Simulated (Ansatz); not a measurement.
## GeSb2Te4 (R3m): bands and screening cutoff converge together

Wanted: the G0W0 gap of GeSb2Te4 (R3m) over a grid of bands and cutoffs.

Calculated with Ansatz 0.2.0; G0W0 on PBE, plane waves, PAW; PAW set soft_1.

### Step 1. The structure

The structure is trigonal, space group R3m (No. 160). The conventional cell has a = 4.309 Å, b = 4.309 Å, c = 41.691 Å, α = 90.00°, β = 90.00°, γ = 120.00°. Ge has 6 Te at 2.86 to 3.32 Å nearest. Sb has 6 Te at 3.02 to 3.21 Å nearest. Nearest to Sb lie 6 Te at 3.03 to 3.16 Å. Nearest to Te lie 3 Ge at 2.86 Å. Nearest to Te lie 3 Sb at 3.02 Å. Te has 6 Sb at 3.16 to 3.21 Å nearest. Farther neighbours and most contacts between anions are not listed.

The cell and positions are those that the Materials Project relaxed with its own functionals (PBE, PBE+U or r2SCAN), kept fixed. Spin-orbit coupling is left out unless a step names it.

### Step 2. 179 empty bands, screening to 50 eV

G0W0 replaces the xc potential by the self-energy, built once from these orbitals. Only a window of levels is corrected, while the sums run over the empty bands that the input names. This step takes PAW set soft_1 files.

The input, input.yaml:

```yaml
crystal:
  lattice:
    - [2.1547300807, 1.2440339921, 13.8970814052]
    - [-2.1547300807, 1.2440339921, 13.8970814052]
    - [0.0, -2.4880679842, 13.8970814052]
  atoms:
    - { symbol: Ge, position: [0.570457, 0.570457, 0.570457] }
    - { symbol: Sb, position: [0.426528, 0.426528, 0.426528] }
    - { symbol: Sb, position: [0.997988, 0.997988, 0.997988] }
    - { symbol: Te, position: [0.86977, 0.86977, 0.86977] }
    - { symbol: Te, position: [0.134165, 0.134165, 0.134165] }
    - { symbol: Te, position: [0.71137, 0.71137, 0.71137] }
    - { symbol: Te, position: [0.289721, 0.289721, 0.289721] }
kpoints:
  mp_grid: { grid: [4, 4, 4] }
hamiltonian:
  xc: pbe
  pseudopotentials: { kind: paw, azcp: { folder: soft_1 } }
scf:
  occupations: { method: fixed }
gw:
  n_empty_bands: 179
  ecut_chi: 50
  qp_bands: [v2, c2]
  qp_kpoints: band_edges
  screening: { model: contour_deformation }
```

Started as:

```console
> ansatz run input.yaml --threads 3 --pin off --max-ram 92160MiB --backend cuda --events-out ev --progress --plain --runs-dir out --devices 1 --max-vram 13GiB
```

Numbers of over 12 decimals in the logs are rounded to 6 here.

What it wrote:

```text
GPUs: using 1 of 1 available (devices: 1).
Engine: ansatz 0.2.0, x86_64-unknown-linux-gnu
Pseudopotentials: kind: paw
Pseudopotential: Ge, paw, valence charge 14, recommended cutoff 420 eV (normal), soft_1/Ge.paw.azcp
Pseudopotential: Sb, paw, valence charge 15, recommended cutoff 420 eV (normal), soft_1/Sb.paw.azcp
Pseudopotential: Te, paw, valence charge 16, recommended cutoff 420 eV (normal), soft_1/Te.paw.azcp
Functional definition: PBE
  parameter kappa = 0.804
  parameter beta = 0.066725
  exchange = pbe_x(kappa = kappa, mu = beta*pi^2/3)
  correlation = pbe_c(beta = beta)
device memory: the entry about to start is reckoned to put 5.4 GiB on a device that reports 44.4 GiB free (of which the cap on the GPU budget leaves the run 13.0 GiB)
GPU FFT provider: cuFFT
GPU libraries: cuBLAS 13.8.2, cuFFT 12.4.0, cuSOLVER 12.3.4
Crystal: 7 atoms, lattice volume = 223.512 Å³
Basis set: ecut = 420 eV, 4337 PW (Γ)
Bands: 65, of which v1, the nominal top of the filled ones, is band 54 counted from 1 (53 counted from 0)
Symmetry: 6 space group operations
Space group: R3m (ITA 160), of the structure as read, at distance tolerance 6.1e-5 Å
k-points: 13 of 64 (time reversal used)
Non-local potential: Ge, projectors of the file, l = 0: 2, l = 1: 2, l = 2: 3, l = 3: 1
Non-local potential: Sb, projectors of the file, l = 0: 2, l = 1: 2, l = 2: 2, l = 3: 1
Non-local potential: Te, projectors of the file, l = 0: 2, l = 1: 2, l = 2: 2, l = 3: 1
PAW form: soft (Blöchl's): semilocal exchange-correlation on the pseudo side does not see the compensation charge
PAW one-centre angular grid: Ge, 590 points (default); XC on 64 Gauss nodes
PAW one-centre angular grid: Sb, 590 points (default); XC on 64 Gauss nodes
PAW one-centre angular grid: Te, 590 points (default); XC on 64 Gauss nodes
Initial density: superposition of atomic densities (chi_scale 0.1, normalization cell, long waves kept (reshape's long-wave potential 0.10 eV rms))
Initial wavefunctions: pseudopotential atomic-orbital guess
GPU buffer pool allocated for 884736 grid points (all kernels)
GPU transforms: local potential and band sums: pruned to the plane-wave sphere, on 96×96×96
Functional: x = pbe(κ = 0.804, μ = 0.219515), c = pbe(β = 0.066725)
SCF iter   1: F=—  HF=-45185.349752 eV  |F-HF|=—  |Δ(HF+E_count)|=         —  Δρ=1.49e-2  dr2=1.91e0  ethr=3.10e-3  ⟨swp⟩=5.0  Hψ=2753  notcnv=0  defer=109
preconditioner: auto → Resta (q_TF=auto, 2.417 Å⁻¹)  ε∞=4.5  [insulator: Δε(μ)=0.449 eV  Ē_g=8.183 eV  n_scr=58 (ndim 8)  ℏωp=15.3 eV  f_vac=0.008  ε∞_Penn≈4.5]
SCF iter   2: F=—  HF=-45185.197010 eV  |F-HF|=—  |Δ(HF+E_count)|=   1.53e-1  Δρ=8.87e-3  dr2=5.55e-1  ethr=1.77e-3  ⟨swp⟩=2.7  Hψ=1037  notcnv=0  defer=107
SCF iter   3: F=—  HF=-45185.164235 eV  |F-HF|=—  |Δ(HF+E_count)|=   3.28e-2  Δρ=5.59e-3  dr2=1.45e-1  ethr=5.14e-4  ⟨swp⟩=2.8  Hψ=980  notcnv=0  defer=114
SCF iter   4: F=—  HF=-45185.158458 eV  |F-HF|=—  |Δ(HF+E_count)|=   5.78e-3  Δρ=2.13e-3  dr2=1.39e-2  ethr=1.34e-4  ⟨swp⟩=2.2  Hψ=924  notcnv=0  defer=117
SCF iter   5: F=—  HF=-45185.159994 eV  |F-HF|=—  |Δ(HF+E_count)|=   1.54e-3  Δρ=6.62e-4  dr2=8.33e-3  ethr=1.28e-5  ⟨swp⟩=2.8  Hψ=1001  notcnv=0  defer=117
SCF iter   6: F=—  HF=-45185.159724 eV  |F-HF|=—  |Δ(HF+E_count)|=   2.70e-4  Δρ=2.65e-4  dr2=2.66e-4  ethr=7.72e-6  ⟨swp⟩=2.0  Hψ=857  notcnv=0  defer=117
SCF iter   7: F=—  HF=-45185.159884 eV  |F-HF|=—  |Δ(HF+E_count)|=   1.60e-4  Δρ=1.05e-4  dr2=3.97e-5  ethr=2.46e-7  ⟨swp⟩=2.0  Hψ=1109  notcnv=0  defer=107
SCF iter   8: F=—  HF=-45185.159923 eV  |F-HF|=—  |Δ(HF+E_count)|=   3.92e-5  Δρ=4.14e-5  dr2=5.32e-6  ethr=3.67e-8  ⟨swp⟩=2.0  Hψ=1158  notcnv=0  defer=57
SCF iter   9: F=—  HF=-45185.159928 eV  |F-HF|=—  |Δ(HF+E_count)|=   4.59e-6  Δρ=1.46e-5  dr2=5.62e-7  ethr=4.92e-9  ⟨swp⟩=2.0  Hψ=1218  notcnv=0  defer=59
[...]
NSCF: frozen V_eff on 1 k-points
device memory: the entry about to start is reckoned to put 1.6 GiB on a device that reports 46.1 GiB free (of which the cap on the GPU budget leaves the run 13.0 GiB)
NSCF: frozen V_eff on 1 k-points
device memory: the entry about to start is reckoned to put 1.6 GiB on a device that reports 49.5 GiB free (of which the cap on the GPU budget leaves the run 13.0 GiB)
NSCF: frozen V_eff on 1 k-points
SCF converged after 10 iterations
Free energy (F): -45185.159929 eV
Harris-Foulkes:  -45185.159929 eV  (|F-HF|=1.02e-7)
Internal energy: -45185.159929 eV  (E = F + TS)
E sigma→0 (E₀):  -45185.159929 eV
Fermi energy:    8.787930 eV
--- Per-component energies (eV) ---
  E_band       = -1568.085043
  E_kinetic    = 1099.004704
  E_local      = -12150.322224  (includes V_loc(G=0)·N_el)
  E_nonlocal   = 1250.495456
  E_hartree    = 5725.120671
  E_xc         = -759.049314
  E_vxc        = -653.205903  (∫ρ·V_xc dr)
  E_paw        = -29771.062102  (= ΣΔE_a)
  E_vpaw       = -2564.295253  (= ΣTr[D̂ρ^β])
  E_aug_tail   = 0.000646  (compensation charges beyond the density's cutoff)
  E_ewald      = -10579.347766
  E_smearing   = -0.000000  (= −TS)
  E_closure    = 0.000000  (closes the sum)
  Σ components = -45185.159929   (vs F -45185.159929, Δ=0.00e0)
--- Band table (eV; the first three rows and the last of 13) ---
  k-point 0: bands = [... 50 lower, 7.5097, 7.5097, 7.8538, 8.7055, 9.2994, 9.2994, 9.3196, 10.1213, ... 7 higher]
  k-point 1: bands = [... 50 lower, 7.1409, 7.5153, 8.0116, 8.2396, 9.7485, 9.7993, 10.1642, 10.7113, ... 7 higher]
  k-point 2: bands = [... 50 lower, 7.0901, 7.2406, 7.4883, 7.7816, 9.5347, 9.7710, 10.0037, 10.6713, ... 7 higher]
  k-point 12: bands = [... 50 lower, 7.6283, 7.6283, 7.6347, 8.7879, 9.1943, 9.1943, 9.2575, 10.2489, ... 7 higher]
--- G₀W₀: contour deformation, 7 samples at zero and on the imaginary axis and 1 off it, 64 q-points, 179 empty bands' worth ---
  eigenvalues of the whole cell's RPA ε∞ on this k-mesh (on a slab, of 1 + 4πα/V) = 41.4786, 41.4786, 42.0004; static W/v taken at q = 0 is 0.025812
  gw.qp_kpoints: band_edges: 11 of 13 stored k-points solved, in 1 pass; an edge of the gap read off the rows below is read off those points alone
    valence top: of the k-points left out ik 4 came nearest to being solved in a further pass, in band 54 (counted from 1, as in the quasiparticle table): it holds the edge there only if its correction is more favourable than any solved in that band by at least 0.729 eV; those differ by 0.122 eV
    conduction bottom: of the k-points left out ik 4 came nearest to being solved in a further pass, in band 55 (counted from 1, as in the quasiparticle table): it holds the edge there only if its correction is more favourable than any solved in that band by at least 0.747 eV; those differ by 0.096 eV
    ik  band        ε_KS         Σx   Σc(E_QP)       V_xc       Z   E_QP_lin       E_QP  E_QP is
     0    53      7.8538   -14.2681     0.5232   -14.0202  0.7558     8.1310     8.1291  root
     0    54      8.7055   -13.0969    -0.1072   -13.4337  0.7443     8.9339     8.9351  root
     0    55      9.2994   -10.1583    -2.6131   -13.0530  0.7371     9.5865     9.5811  root
     0    56      9.2994   -10.1583    -2.6131   -13.0530  0.7371     9.5865     9.5811  root
     1    53      8.0116   -14.2011     0.8083   -13.5435  0.7294     8.1616     8.1623  root
     1    54      8.2396   -13.7105     0.6628   -13.1934  0.7255     8.3848     8.3852  root
     1    55      9.7485   -10.7132    -2.6596   -13.7074  0.7302    10.0916    10.0830  root
     1    56      9.7993   -10.4243    -2.7286   -13.4734  0.7322    10.1272    10.1198  root
     2    53      7.4883   -14.2113     1.2417   -13.0652  0.7172     7.5832     7.5838  root
     2    54      7.7816   -14.0980     0.7459   -13.4969  0.7341     7.9255     7.9263  root
     2    55      9.5347    -9.3491    -2.6042   -12.1953  0.7559     9.7786     9.7766  root
     2    56      9.7710    -9.8876    -2.8594   -13.0284  0.7275    10.0572    10.0523  root
     3    53      7.7720   -14.1273     1.0572   -13.1877  0.7253     7.8890     7.8895  root
     3    54      8.3665   -14.5085     0.6965   -13.9995  0.7323     8.5522     8.5539  root
[...]
11    56      9.7447    -9.6277    -2.7928   -12.7200  0.7486    10.0487    10.0441  root
    12    53      7.6347   -14.6963     0.9013   -14.0153  0.7326     7.8529     7.8550  root
    12    54      8.7879   -12.5753    -0.4520   -13.2939  0.7488     9.0535     9.0545  root
    12    55      9.1943   -10.0003    -2.5733   -12.8477  0.7413     9.4722     9.4684  root
    12    56      9.1943   -10.0003    -2.5733   -12.8477  0.7413     9.4722     9.4684  root
```

Elapsed: 60 s, on 1 × NVIDIA H100 80GB HBM3 (shared by 6 runs) with 3 threads of AMD EPYC 7R13 (Zen 3), shared host; peak memory 1.6 GiB; 95 s of CPU time.

In the SCF lines HF is the Harris–Foulkes energy and dr2 the Hartree energy of the density residual, in eV; the loop may stop once dr2 is under the threshold and the program's other checks hold. Hψ counts applications of the Hamiltonian.

Numbers from this step:

- bands summed: 233
- RPA ε∞ on this mesh (eigenvalues): 41.48, 41.48, 42.00
- plane waves in the screening matrix: 191
- q-points in the mesh: 64
- G0W0 gap on the mesh: 0.3980 eV
- k of the valence top: -0.5, -0.5, -0.5
- k of the conduction bottom: 0, -0.5, -0.5
- starting gap on the mesh: 0.3831 eV
- Z at the valence top: 0.7488
- Z at the conduction bottom: 0.7562
- least direct G0W0 gap on the computed points: 0.4139 eV

The gap on the mesh goes from 0.38 eV to 0.40 eV, a correction of +0.01 eV. Between the two edge states, bare exchange in place of the xc potential would open the gap by 1.99 eV, and correlation takes back 1.98 eV.

### Step 3. 507 empty bands, screening to 100 eV

Bands and screening cutoff are moved together, since each hides the error of the other.

Edit input.yaml of step 2 so:

```diff
@@ -21,4 +21,4 @@
 gw:
-  n_empty_bands: 179
-  ecut_chi: 50
+  n_empty_bands: 507
+  ecut_chi: 100
   qp_bands: [v2, c2]
```

What it wrote:

```text
GPUs: using 1 of 1 available (devices: 1).
[...]
GPU FFT provider: cuFFT
GPU libraries: cuBLAS 13.8.2, cuFFT 12.4.0, cuSOLVER 12.3.4
Crystal: 7 atoms, lattice volume = 223.512 Å³
Basis set: ecut = 420 eV, 4337 PW (Γ)
Bands: 65, of which v1, the nominal top of the filled ones, is band 54 counted from 1 (53 counted from 0)
[... 1 set-up line as in the run before ...]
[...]
k-points: 13 of 64 (time reversal used)
[...]
1    56      9.7993   -10.4243    -3.0904   -13.4734  0.7291     9.7580     9.7579  root
[...]
12    53      7.6347   -14.6963     0.5101   -14.0153  0.7297     7.4622     7.4639  root
    12    54      8.7879   -12.5753    -0.8199   -13.2939  0.7462     8.6864     8.6866  root
    12    55      9.1943   -10.0003    -2.9112   -12.8477  0.7386     9.1306     9.1304  root
    12    56      9.1943   -10.0003    -2.9112   -12.8477  0.7386     9.1306     9.1304  root
[key lines of the parts left out:]
SCF converged after 10 iterations
Free energy (F): -45185.159929 eV
Fermi energy:    8.787930 eV
```

It took 2.4 min on 1 × NVIDIA H100 80GB HBM3 (shared by 6 runs) with 3 threads; peak memory 2.5 GiB; 3.6 min of CPU time.

Numbers from this step:

| Item | Value |
| --- | --- |
| bands summed | 561 |
| RPA ε∞ on this mesh (eigenvalues) | 41.35, 41.35, 42.01 |
| plane waves in the screening matrix | 521 |
| G0W0 gap on the mesh | 0.4324 eV |
| k of the valence top | -0.5, -0.5, -0.5 |
| k of the conduction bottom | 0, -0.5, -0.5 |
| starting gap on the mesh | 0.3831 eV |
| least direct G0W0 gap on the computed points | 0.4437 eV |

Against the run with 4×4×4 mesh, 179 empty bands, screening to 50 eV, PAW set soft_1 files, the gap moves by +0.03 eV.

### Step 4. 932 empty bands, screening to 150 eV

Edit input.yaml of step 3 so:

```diff
@@ -21,4 +21,4 @@
 gw:
-  n_empty_bands: 507
-  ecut_chi: 100
+  n_empty_bands: 932
+  ecut_chi: 150
   qp_bands: [v2, c2]
```

What it wrote:

```text
GPUs: using 1 of 1 available (devices: 1).
[...]
GPU FFT provider: cuFFT
GPU libraries: cuBLAS 13.8.2, cuFFT 12.4.0, cuSOLVER 12.3.4
Crystal: 7 atoms, lattice volume = 223.512 Å³
Basis set: ecut = 420 eV, 4337 PW (Γ)
Bands: 65, of which v1, the nominal top of the filled ones, is band 54 counted from 1 (53 counted from 0)
[... 1 set-up line as in the run before ...]
[...]
k-points: 13 of 64 (time reversal used)
[...]
9    53      7.3617   -15.0833     1.1632   -13.5286  0.7134     6.9475     6.9703  root ?
[...]
12    53      7.6347   -14.6963     0.3759   -14.0153  0.7287     7.3241     7.3296  root
    12    54      8.7879   -12.5753    -0.9509   -13.2939  0.7457     8.5539     8.5557  root
    12    55      9.1943   -10.0003    -3.0259   -12.8477  0.7381     9.0167     9.0158  root
    12    56      9.1943   -10.0003    -3.0259   -12.8477  0.7381     9.0167     9.0158  root
[key lines of the parts left out:]
SCF converged after 10 iterations
Free energy (F): -45185.159929 eV
Fermi energy:    8.787930 eV
```

The job ended after 4.3 min (1 × NVIDIA H100 80GB HBM3 (shared by 6 runs) with 3 threads; peak memory 4.2 GiB).

The G0W0 gap on the mesh is 0.446 eV.

### Step 5. 1656 empty bands, screening to 220 eV

Edit input.yaml of step 4 so:

```diff
@@ -21,4 +21,4 @@
 gw:
-  n_empty_bands: 932
-  ecut_chi: 150
+  n_empty_bands: 1656
+  ecut_chi: 220
   qp_bands: [v2, c2]
```

What it wrote:

```text
GPUs: using 1 of 1 available (devices: 1).
[...]
GPU FFT provider: cuFFT
GPU libraries: cuBLAS 13.8.2, cuFFT 12.4.0, cuSOLVER 12.3.4
Crystal: 7 atoms, lattice volume = 223.512 Å³
Basis set: ecut = 420 eV, 4337 PW (Γ)
Bands: 65, of which v1, the nominal top of the filled ones, is band 54 counted from 1 (53 counted from 0)
[... 1 set-up line as in the run before ...]
[...]
k-points: 13 of 64 (time reversal used)
[...]
11    56      9.7447    -9.6277    -3.3206   -12.7200  0.7452     9.5178     9.5164  root
    12    53      7.6347   -14.6963     0.2905   -14.0153  0.7285     7.2222     7.2442  root ?
    12    54      8.7879   -12.5753    -1.0376   -13.2939  0.7455     8.4639     8.4689  root
    12    55      9.1943   -10.0003    -3.0875   -12.8477  0.7380     8.9557     8.9542  root
    12    56      9.1943   -10.0003    -3.0875   -12.8477  0.7380     8.9557     8.9542  root
[key lines of the parts left out:]
SCF converged after 10 iterations
Free energy (F): -45185.159929 eV
Fermi energy:    8.787930 eV
```

Elapsed: 9.4 min, on 1 × NVIDIA H100 80GB HBM3 (shared by 6 runs) with 3 threads; peak memory 8.6 GiB; 16 min of CPU time.

The G0W0 gap on the mesh is 0.458 eV.

### Step 6. The grid

Start PBE, 4×4×4 mesh. Times are wall times on 1 × NVIDIA H100 80GB HBM3 (shared by 6 runs) with 3 threads of AMD EPYC 7R13 (Zen 3), shared host, good to a factor of about two.

```csv
cutoff (eV),plane waves at q = 0,bands summed,gap (eV),Σc valence (eV),Σc conduction (eV),time
50,191,233,0.398,-0.45,-2.43,60 s
100,521,561,0.432,-0.82,-2.76,2.4 min
150,975,986,0.446,-0.95,-2.88,4.3 min
220,1641,1710,0.458,-1.04,-2.95,9.4 min
```

### Step 7. What came out

| Property | Result |
| --- | --- |
| 233 bands, 50 eV | 0.398 eV |
| 561 bands, 100 eV | 0.432 eV |
| 986 bands, 150 eV | 0.446 eV |
| 1710 bands, 220 eV | 0.458 eV |
| estimated limit along the diagonal | 0.47 eV |
| mesh and start | 4×4×4, PBE |

**Reading.** Along the diagonal, where both rise together, the two highest rungs point to 0.47 eV. Gaps are over the mesh's points; an edge off the mesh would be missed. A low cutoff hides what high bands add, so a band series at one cutoff can look settled before the gap is. The RPA ε∞ on this mesh reaches over 25; with a narrow direct gap a coarse mesh can overstate it, and the correction is then too small. The many-body steps are scalar-relativistic: spin-orbit coupling is not in them.

[Paths, hosts, dates, memory and timing lines, banners, echoed tables and standing remarks are left out of the program output.]

[Logs are printed without paths, hosts, clocks, repeated set-up lines and the standing remarks that a program may print on its own settings, such as how far it seeks lower states.]

[Runs of the session that timed out or met a known fault of the program may be left out.]

[Cells called generated may have been cut or substituted from an entry of the Crystallography Open Database or the Materials Project.]

[Hosts, paths, dates, database ids (printed as entryN), source tags and the programs' standing remarks are cut or masked in the printed files.]
